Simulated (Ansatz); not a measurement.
Wanted: the native input for an Ansatz 0.2.0 run.

| Property | Result |
| --- | --- |
| Task | single point |
| Functional | PBEsol |
| Potentials or basis | Ansatz PAW |
| Cutoff | 420 eV (not typed: the program's choice for these potentials) |
| k mesh | 10 × 10 × 5 |
| Occupations | fermi-dirac, width 0.05 eV |
| Spin | collinear spin, random start |
| Starting moments | [1.71, 1.24, 0.0, 0.0] μB |

The system is CoO.

```xyz
4
Lattice="3.1976 0.0000 0.0000 -1.5988 2.7692 0.0000 0.0000 0.0000 5.2287" Properties=species:S:1:pos:R:3 pbc="T T T"
Co    0.0000    1.8462    2.6319
Co    0.0000    0.0000    0.0182
O     0.0000    1.8462    4.5571
O     0.0000    0.0000    1.9430
```

Measurements of this composition are mostly on another form, of space group No. 225.

One way to write it, as run:

input.yaml

```yaml
crystal:
  lattice:
    - [3.1976457435, 0.0, 0.0]
    - [-1.5988228718, 2.7692424462, 0.0]
    - [0.0, 0.0, 5.22870971]
  atoms:
    - { symbol: Co, position: [0.3333333333, 0.6666666667, 0.50336241], spin: 1.71 }
    - { symbol: Co, position: [0.0, 0.0, 0.00347414], spin: 1.24 }
    - { symbol: O, position: [0.3333333333, 0.6666666667, 0.8715556] }
    - { symbol: O, position: [0.0, 0.0, 0.37160885] }
hamiltonian:
  xc: pbesol
  pseudopotentials: { kind: paw }
magnetization:
  spin_polarized: true
kpoints:
  mp_grid: { grid: [10, 10, 5] }
scf:
  occupations: { method: fermi_dirac, width: 0.05 }
output:
  forces: true
  stress: true
  eigenvalues: true
```

Potentials or basis: Ansatz PAW.

Command:

```console
$ ansatz run input.yaml --threads 2 --pin off --max-ram 5632MiB --backend cpu --events-out ev --progress --plain --runs-dir out
```

It gave:

- Pressure: -9.9 GPa
- Largest force: 0.101 eV/Å
- Band gap on the k mesh: none (metal or under the smearing width)
- Net moment: 0.00 μB per cell
- Absolute moment: 4.97 μB per cell
- Site moments: Co +2.09, -2.09; O -0.16, +0.16 μB

Caveat: the pressure holds a Pulay correction of +0.7 GPa for the finite cutoff; semilocal functionals often make such compounds metallic where correlation or magnetic order opens a gap, which also shifts bond lengths; the PAW data sets come from PBE, with cores solved anew for the run's functional, which leaves a small shift of forces and pressure; the starting moments weren't kept.

Wall time 64 s on 2 threads of Intel(R) Xeon(R) Processor @ 2.50GHz (Skylake/Cascade Lake), with other jobs on the host, peak memory 0.47 GiB.
